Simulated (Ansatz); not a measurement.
Input of an Ansatz 0.2.0 run:

input.yaml

```yaml
crystal:
  lattice:
    - [-2.9401404553, 2.9401404553, 1.5993019889]
    - [2.9401404553, -2.9401404553, 1.5993019889]
    - [2.9401404553, 2.9401404553, -1.5993019889]
  atoms:
    - { symbol: Sn, position: [0.0, 0.0, 0.0] }
    - { symbol: Sn, position: [0.75, 0.25, 0.5] }
hamiltonian:
  xc: pbesol
  pseudopotentials: { kind: paw }
kpoints:
  mp_grid: { grid: [8, 8, 8] }
scf:
  occupations: { method: fermi_dirac, width: 0.05 }
output:
  forces: true
  stress: true
elastic:
  mode: relaxed_ion
  stencil: two_point
```

Potentials or basis: Ansatz PAW.

Launch:

```bash
$ ansatz run input.yaml --threads 2 --pin off --max-ram 5632MiB --backend cpu --events-out ev --progress --plain --runs-dir out
```

**Question.** Estimate the Voigt bulk modulus.

**Answer.** 48 GPa.

**Question.** Predict the pressure.

**Answer.** -1.4 GPa.

**Question.** Predict the band gap on the k mesh.

**Answer.** None (metal or under the smearing width).

Elastic tensor in Voigt notation (GPa, in the Cartesian axes of the cell as first typed):
```
24 71 40  0  0  0
71 24 40  0  0  0
41 41 78  0  0  0
 0  0  0 19  0  0
 0  0  0  0 19  0
 0  0  0  0  0 24
```

Caveat: the elastic tensor has a negative eigenvalue, so either the cell is unstable as it stands or the mesh is too thin; the PAW data sets come from PBE, with cores solved anew for the run's functional, which leaves a small shift of forces and pressure.
